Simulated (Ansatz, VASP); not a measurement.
# One calculation of Ge, two programs

```xyz
2
Lattice="-2.5745 2.5745 1.3974 2.5745 -2.5745 1.3974 2.5745 2.5745 -1.3974" Properties=species:S:1:pos:R:3 pbc="T T T"
Ge    0.0000    0.0000    1.3974
Ge    2.5745    0.0000    0.6987
```

This isn't the form of Ge at room conditions, which is diamond.

Alike in both runs: task single point; functional PBEsol; k mesh 11 × 11 × 11; occupations fermi-dirac, width 0.05 eV; no spin polarisation.

|  | VASP | Ansatz |
| --- | --- | --- |
| version | VASP 6.6.1 | Ansatz 0.2.0 |
| potentials or method | VASP PAW PBE potentials, release 64 (Ge_d) | Ansatz PAW |
| plane-wave cutoff (eV) | 520 | 420 |
| valence electrons in the cell | 28 | 28 |

Ansatz gave:

- gap on the k mesh at the Fermi level (eV): none
- pressure (GPa): -0.6
- largest component of the traceless stress (GPa): 0.18

**Question.** Estimate VASP's values.

**Answer.** gap on the k mesh at the Fermi level (eV): none; pressure (GPa): -0.6; largest component of the traceless stress (GPa): 0.16.

A gap of «none» marks a metal or a gap that the smearing closes. With one functional, cell and mesh, what is left measures potentials, basis and numerics.

Caveats: the PAW data sets were made with another functional, which shifts forces and pressure a little (VASP); the PAW data sets come from PBE, with cores solved anew for the run's functional, which leaves a small shift of forces and pressure (Ansatz).
